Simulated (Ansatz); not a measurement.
Ni:

```xyz
2
Lattice="2.4480 0.0000 0.0000 -1.2240 2.1201 0.0000 0.0000 0.0000 4.0728" Properties=species:S:1:pos:R:3 pbc="T T T"
Ni    1.2240    0.7067    3.0546
Ni    0.0000    1.4134    1.0182
```

This isn't the form of Ni at room conditions, which is fcc.

Below is the output of Ansatz 0.2.0 for this cell. Logs are shortened: lines on timing, memory, paths and dates and some standing lists are left out, and cuts for length are marked.

```text
Warning: RAYON_NUM_THREADS=2 ignored (pool sized by the plan → 2); use --threads N
Engine: ansatz 0.2.0, aarch64-unknown-linux-gnu
Pseudopotentials: kind: paw
Pseudopotential: Ni, paw, valence charge 18, recommended cutoff 420 eV (normal), Ni.paw.azcp
Functional definition: PBE
  parameter kappa = 0.804
  parameter beta = 0.06672455060314922
  exchange = pbe_x(kappa = kappa, mu = beta*pi^2/3)
  correlation = pbe_c(beta = beta)
Crystal: 2 atoms, lattice volume = 21.138 Å³
Basis set: ecut = 420 eV, 391 PW (Γ), exchange–correlation on 36×36×60 points (8 copies of the dense FFT grid, shifted against one another)
Bands: 23, of which v1, the nominal top of the filled ones, is band 18 counted from 1 (17 counted from 0)
Symmetry: 12 space group operations
Space group: P-6m2 (ITA 187), of the structure as read, at distance tolerance 2.8e-5 Å
Magnetic group: BNS 187.209 (UNI 1439), of the structure as read, at distance tolerance 2.8e-5 Å
k-points: 76 of 1008 (time reversal used)
Non-local potential: Ni, projectors of the file, l = 0: 3, l = 1: 2, l = 2: 3, l = 3: 1
PAW form: soft (Blöchl's): semilocal exchange-correlation on the pseudo side does not see the compensation charge
PAW one-centre angular grid: Ni, 590 points (default); XC on 64 Gauss nodes
Initial density: superposition of atomic densities (chi_scale 0.1, normalization cell)
Starting moments: Σ|m| = 1.5 μB on 2 of 2 sites
Initial wavefunctions: pseudopotential atomic-orbital guess
Functional: x = pbe(κ = 0.804, μ = 0.2195149727645171), c = pbe(β = 0.06672455060314922)
SCF iter   1: F=—  HF=-11678.072420 eV  |F-HF|=—  |Δ(HF+E_count)|=         —  Δρ=1.75e-1 (↑1.11e-1 ↓1.75e-1)  dr2=1.19e0  dr2_m=3.72e0  M=1.635 μB ∫|m|=1.705 μB  β_m=0.30  ethr=3.10e-3  ⟨swp⟩=5.0  Hψ=12943  notcnv=0
Mixer restart at iter 1: flushing history
preconditioner: auto → none  [metal: Δε(μ)=0.013 eV  Ē_g=9.636 eV  σ=0.050 eV  W_gap=0.06  n_scr=8 (ndim 8)  ℏωp=36.1 eV  f_vac=0.000  D(μ)=3.46/eV (n_scr^D=54)  sad-step TF]
SCF iter   2: F=—  HF=-11677.767359 eV  |F-HF|=—  |Δ(HF+E_count)|=   3.05e-1  Δρ=1.04e-1 (↑1.04e-1 ↓9.46e-2)  dr2=2.62e-2  dr2_m=1.89e0  M=1.579 μB ∫|m|=1.672 μB  β_m=0.53  ethr=3.10e-3  ⟨swp⟩=2.5  Hψ=6228  notcnv=0  defer=25
[... 10 lines left out ...]
SCF 1 converged in 12 iterations: F = -11679.384255 eV  dr2 = 3.20e-8
  greatest PAW one-centre occupation: 1.001 electrons in one spin orbital (limit 2), on the Ni atom at site 0 (counted from 0), in its partial waves of l = 1
SCF converged after 12 iterations
Magnetization: 1.2996 μB (18.6498 up, 17.3502 down)
Absolute magnetization: 1.4718 μB (∫|ρ↑−ρ↓|, with the PAW one-centre terms)
Spin contamination: 0.0135 ħ² per cell (⟨S²⟩ above its minimum at these occupations)
Per-site moments (μB) at R_I (Å): [(0.6873177676122942, 1.0098094453565998), (0.6873012206913968, 1.0098094453565998)]
Free energy (F): -11679.384255 eV
Harris-Foulkes:  -11679.384255 eV  (|F-HF|=2.90e-8)
Internal energy: -11679.349896 eV  (E = F + TS)
E sigma→0 (E₀):  -11679.367075 eV
Entropy (-TS):   -0.034359 eV (-17.179 meV/atom)
Fermi energy:    18.879856 eV
--- Per-component energies (eV) ---
  E_band       = -546.286358
  E_kinetic    = 565.433940
  E_local      = -6779.504547  (includes V_loc(G=0)·N_el)
  E_nonlocal   = 1270.757170
  E_hartree    = 2832.846918
  E_xc         = -170.194435
  E_vxc        = -219.508882  (∫ρ·V_xc dr)
  E_paw        = -3258.816205  (= ΣΔE_a)
  E_vpaw       = -1049.176221  (= ΣTr[D̂ρ^β])
  E_aug_tail   = 0.001022  (compensation charges beyond the density's cutoff)
  E_ewald      = -6139.873759
  E_smearing   = -0.034359  (= −TS)
  E_closure    = 0.000000  (closes the sum)
  Σ components = -11679.384255   (vs F -11679.384255, Δ=0.00e0)
--- Forces (eV/Å), atoms counted from 1 ---
  atom   1  Ni    -0.00000000    -0.00000000     0.00000000
  atom   2  Ni    -0.00000000     0.00000000     0.00000000
  max |Σ_I F_I| component: 9.25e-18 eV/Å
--- Stress (GPa, compression-positive) ---
        8.613386       0.000000       0.000000
       -0.000000       8.613386       0.000000
        0.000000       0.000000       4.649109
  P = ⅓ Tr σ = 7.2920 GPa (72.920 kbar)
--- Band table (eV; the first three rows and the last of 152) ---
  k-point 0 ↑: bands = ["-84.8652", "-84.8301", "-45.3128", "-45.1535", "-45.1535", "-45.1222", "-45.1222", "-45.0822", "9.5231", "13.7689", "16.2517", "16.4143", "16.4143", "16.6807", "16.6807", "17.2010", "17.2010", "18.1423", "18.1423", "18.2132", "24.3961", "41.7211", "43.9751"]
  k-point 1 ↑: bands = ["-84.8635", "-84.8318", "-45.3015", "-45.1519", "-45.1519", "-45.1238", "-45.1238", "-45.0937", "9.7216", "13.6675", "16.2064", "16.3846", "16.3846", "16.6396", "16.6396", "17.2921", "17.2921", "17.5228", "18.1259", "18.1259", "25.5532", "41.4903", "42.1784"]
  k-point 2 ↑: bands = ["-84.8586", "-84.8367", "-45.2698", "-45.1476", "-45.1476", "-45.1281", "-45.1281", "-45.1260", "10.3021", "13.2223", "16.0912", "16.3468", "16.3468", "16.4834", "16.5395", "16.5395", "17.5016", "17.5016", "18.0631", "18.0631", "28.1192", "38.3506", "41.9277"]
  k-point 75 ↓: bands = ["-83.9548", "-83.9548", "-44.4662", "-44.4662", "-44.4384", "-44.4234", "-44.3119", "-44.3118", "15.7189", "15.7644", "15.7644", "15.8055", "16.5255", "16.5255", "17.6839", "17.9000", "18.9499", "18.9499", "24.6781", "24.6781", "25.6849", "26.9586", "28.4837"]
```

Question: What input gives this log?

Answer: Single point with PBE, collinear spin, ferrimagnetic start. The files as run (others can give the same):

input.yaml
```yaml
crystal:
  lattice:
    - [2.4480228978, 0.0, 0.0]
    - [-1.2240114489, 2.1200500186, 0.0]
    - [0.0, 0.0, 4.07280757]
  atoms:
    - { symbol: Ni, position: [0.6666666667, 0.3333333333, 0.75], spin: 1.0 }
    - { symbol: Ni, position: [0.3333333333, 0.6666666667, 0.25], spin: -0.5 }
hamiltonian:
  xc: pbe
  pseudopotentials: { kind: paw }
magnetization:
  spin_polarized: true
kpoints:
  mp_grid: { grid: [12, 12, 7] }
scf:
  occupations: { method: fermi_dirac, width: 0.05 }
output:
  forces: true
  stress: true
  eigenvalues: true
```

Potentials or basis: Ansatz PAW.
The run is started by
```console
$ ansatz run input.yaml --threads 2 --pin off --max-ram 5632MiB --backend cpu --events-out ev --progress --plain --runs-dir out
```

Caveat: the starting moments weren't kept.
